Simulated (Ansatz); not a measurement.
A run of Ansatz 0.2.0 is set up as follows.

run.py

```python
import json

import ase.io
import numpy as np

import ansatz as az

atoms = ase.io.read("POSCAR", format="vasp")
atoms.set_initial_magnetic_moments([[0.5, 0.0, 0.0], [0.0, 0.0, 0.0]])

calculation = (
    az.Crystal.from_ase(atoms)
    .calculation()
    .kpoints(8, 8, 8)
    .functional("pbe")
    .pseudopotentials(kind="nc_fr", accuracy="stringent", xc_functional="pbesol")
    .spin("noncollinear", soc=True)
    .scf(extra_bands=2, lower_state_search="full")
    .occupations(method="fermi_dirac", width=0.05)
    .forces()
    .stress()
    .band_table(publish=True)
)
outcome = calculation.run(threads=2, events_out="events.jsonl")

report = outcome.report
for line in open("events.jsonl"):
    event = json.loads(line)
    if event["event"] == "scf_iter":
        d = event["data"]
        print(f"SCF {d['iter']:3d}  HF = {d['harris_foulkes_ev']:.6f} eV  dr2 = {d['dr2_ev']:.2e} eV")
    elif event["event"] in ("relax_step", "md_step"):
        d = event["data"]
        print(f"{event['event']} {d['step']:3d}  E = {d['lagrangian_ev']:.6f} eV")
np.set_printoptions(precision=5, suppress=True, linewidth=110)
print("converged:", report["converged"], "after", report["n_iterations"], "iterations")
print(f"free energy {report['free_energy_ev']:.6f} eV, Fermi level {report['fermi_energy_ev']:.4f} eV")
for key in ("band_edges_ev", "magnetization_mub", "site_moments_mub", "site_moments_nc_mub", "forces_ev_ang",
                "stress_gpa"):
    if report.get(key) is not None:
        print(key, np.array(report[key]), sep="\n")
```

Contents of POSCAR:

```
AgBr
1.0
    0.0000000000      2.8701500000      2.8701500000
    2.8701500000      0.0000000000      2.8701500000
    2.8701500000      2.8701500000      0.0000000000
Ag Br
1 1
Direct
    0.0000000000      0.0000000000      0.0000000000
    0.5000000000      0.5000000000      0.5000000000
```

Potentials or basis: PseudoDojo PBEsol stringent.

Run with:

```console
$ python run.py
```

(1) Predict the net moment.

(2) Estimate the absolute moment.

## Answers

(1) 0.00 μB per cell.

(2) 0.00 μB per cell.

Caveat: the starting moments weren't kept.
